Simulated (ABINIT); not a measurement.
# Nb: equation of state with PBE

**The experiment to reproduce.**

From “Pressure effects on the electronic structure and superconductivity of (TaNb)0.67(HfZrTi)0.33 high entropy alloy”, 2019, arxiv:1910.08312, for a bulk crystal of Nb: bulk modulus 169 GPa.

Nb:

```
Nb
1.0
    -1.66395    1.66395    1.66395
     1.66395   -1.66395    1.66395
     1.66395    1.66395   -1.66395
Nb
1
Direct
  0.00000 0.00000 0.00000
```

```yaml
Program: ABINIT 10.8.3 (patched build)
Task: equation of state
Functional: PBE
Potentials_or_basis: PseudoDojo NC SR PBE v0.4.1 standard
Cutoff: 1116 eV
k_mesh: 11 × 11 × 11
Occupations: fermi-dirac, width 0.05 eV
Spin: no spin polarisation
```

| Quantity | Value |
| --- | --- |
| Equilibrium volume | 18.23 Å³/atom |
| Bulk modulus | 171 GPa |
| Pressure derivative of the bulk modulus | 3.3 |

Energy against volume, from the lowest point:
```tsv
volume (Å³/atom)	energy (meV/atom)
17.322	24.93
17.691	7.96
18.060	0.00
18.428	0.36
18.797	8.34
19.165	23.30
19.534	44.60
```

It took 110 s on 1 thread of Arm Neoverse V1 (shared host), peak memory 0.11 GiB.

A measured bulk modulus of Nb is 169 GPa (quoted in “Pressure effects on the electronic structure and superconductivity of (TaNb)0.67(HfZrTi)0.33 high entropy alloy”, 2019, arxiv:1910.08312); the calculated 171 GPa misses it by +1.4 %. The fit is for a static lattice scaled at fixed shape and fixed fractional positions.

Caveat: pressures at fixed basis lie under the slope of the energies.
